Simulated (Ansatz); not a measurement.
Input, command and steps of an Ansatz relaxation.

```yaml
crystal:
  lattice:
    - [-2.8312927954, 2.8312927954, 4.1362854278]
    - [2.8312927954, -2.8312927954, 4.1362854278]
    - [2.8312927954, 2.8312927954, -4.1362854278]
  atoms:
    - { symbol: Sn, position: [0.0, 0.0, 0.0] }
    - { symbol: Sn, position: [0.75, 0.25, 0.5] }
    - { symbol: O, position: [0.375, 0.2727135162, 0.3977135162] }
    - { symbol: O, position: [1.0227135162, 0.625, 0.8977135162] }
    - { symbol: O, position: [0.7272864838, 0.125, 0.1022864838] }
    - { symbol: O, position: [0.875, -0.0227135162, 0.6022864838] }
basis:
  ecutwfc: 500
kpoints:
  mp_grid: { grid: [6, 6, 6] }
hamiltonian:
  xc: r2scan
scf:
  occupations: { method: gaussian, width: 0.02 }
output:
  forces: true
  stress: true
  eigenvalues: true
  write_density: true
  write_potential: true
  elf: true
  volumetric_format: npy
relax:
  adjacent_minimum: "off"
  f_tol: 0.01
  max_steps: 60
  cell: { stress_tol: 0.1 }
```

```bash
ansatz run input.yaml --threads 1 --pin off --max-ram 2560MiB --backend cpu --events-out ev --progress --plain --runs-dir out
```

Computed with DFT r2SCAN, scalar-relativistic, plane waves, PAW in Ansatz.

Of 7 frames 6 are shown, positions in Å and forces in eV/Å; the SCF threshold varies from step to step. Steps run on the plane waves of an earlier cell, with a Pulay correction in the pressure. The basis is chosen afresh for the last frame, the zero of the energies, and at times for earlier ones too; energy and pressure step there, also at an unchanged geometry.

```xyz
6
Lattice="-2.8313 2.8313 4.1363 2.8313 -2.8313 4.1363 2.8313 2.8313 -4.1363" Properties=species:S:1:pos:R:3:forces:R:3 pbc="T T T" step=1 free_energy_over_end_meV_per_atom=1.09 pressure_GPa=0.19
Sn    0.0000    0.0000    0.0000    0.0000    0.0000    0.0000
Sn    0.0000    2.8313    2.0681    0.0000    0.0000    0.0000
O     0.8364    1.4156    1.0341   -0.0061    0.0000    0.0000
O     1.4156    3.6677    3.1022    0.0000   -0.0061    0.0000
O    -1.4156    1.9949    3.1022    0.0000    0.0061    0.0000
O    -0.8364    4.2469    1.0341    0.0061    0.0000    0.0000
6
Lattice="-2.8448 2.8448 4.1255 2.8448 -2.8448 4.1255 2.8448 2.8448 -4.1255" Properties=species:S:1:pos:R:3:forces:R:3 pbc="T T T" step=2 free_energy_over_end_meV_per_atom=0.75 pressure_GPa=0.00
Sn    0.0000    0.0000    0.0000    0.0000    0.0000    0.0000
Sn    0.0000    2.8448    2.0627    0.0000    0.0000    0.0000
O     0.8301    1.4224    1.0314   -0.0179    0.0000    0.0000
O     1.4224    3.6749    3.0941    0.0000   -0.0179    0.0000
O    -1.4224    2.0146    3.0941    0.0000    0.0179    0.0000
O    -0.8301    4.2671    1.0314    0.0179    0.0000    0.0000
6
Lattice="-2.8817 2.8817 4.0766 2.8817 -2.8817 4.0766 2.8817 2.8817 -4.0766" Properties=species:S:1:pos:R:3:forces:R:3 pbc="T T T" step=3 free_energy_over_end_meV_per_atom=0.31 pressure_GPa=-0.17
Sn    0.0000    0.0000    0.0000    0.0000    0.0000    0.0000
Sn    0.0000    2.8817    2.0383    0.0000    0.0000    0.0000
O     0.8132    1.4409    1.0192   -0.0111    0.0000    0.0000
O     1.4409    3.6949    3.0575    0.0000   -0.0111    0.0000
O    -1.4409    2.0686    3.0575    0.0000    0.0111    0.0000
O    -0.8132    4.3226    1.0192    0.0111    0.0000    0.0000
6
Lattice="-2.8857 2.8857 4.0458 2.8857 -2.8857 4.0458 2.8857 2.8857 -4.0458" Properties=species:S:1:pos:R:3:forces:R:3 pbc="T T T" step=4 free_energy_over_end_meV_per_atom=0.21 pressure_GPa=0.21
Sn    0.0000    0.0000    0.0000    0.0000    0.0000    0.0000
Sn    0.0000    2.8857    2.0229    0.0000    0.0000    0.0000
O     0.8135    1.4428    1.0115    0.0344    0.0000    0.0000
O     1.4428    3.6991    3.0344    0.0000    0.0344    0.0000
O    -1.4428    2.0722    3.0344    0.0000   -0.0344    0.0000
O    -0.8135    4.3285    1.0115   -0.0344    0.0000    0.0000
6
Lattice="-2.8887 2.8887 4.0301 2.8887 -2.8887 4.0301 2.8887 2.8887 -4.0301" Properties=species:S:1:pos:R:3:forces:R:3 pbc="T T T" step=5 free_energy_over_end_meV_per_atom=0.13 pressure_GPa=0.09
Sn    0.0000    0.0000    0.0000    0.0000    0.0000    0.0000
Sn    0.0000    2.8887    2.0150    0.0000    0.0000    0.0000
O     0.8184    1.4443    1.0075    0.0158    0.0000    0.0000
O     1.4443    3.7070    3.0225    0.0000    0.0158    0.0000
O    -1.4443    2.0703    3.0225    0.0000   -0.0158    0.0000
O    -0.8184    4.3330    1.0075   -0.0158    0.0000    0.0000
6
Lattice="-2.8918 2.8918 4.0111 2.8918 -2.8918 4.0111 2.8918 2.8918 -4.0111" Properties=species:S:1:pos:R:3:forces:R:3 pbc="T T T" step=7 free_energy_over_end_meV_per_atom=0.00 pressure_GPa=-0.01
Sn    0.0000    0.0000    0.0000    0.0000    0.0000    0.0000
Sn    0.0000    2.8918    2.0056    0.0000    0.0000    0.0000
O     0.8238    1.4459    1.0028   -0.0011    0.0000    0.0000
O     1.4459    3.7157    3.0083    0.0000   -0.0011    0.0000
O    -1.4459    2.0680    3.0083    0.0000    0.0011    0.0000
O    -0.8238    4.3377    1.0028    0.0011    0.0000    0.0000
```

The run took 2.3 min on 1 thread of Oxide Virtual Turin-like Processor (Zen 5), on a shared host, peak memory 0.82 GiB.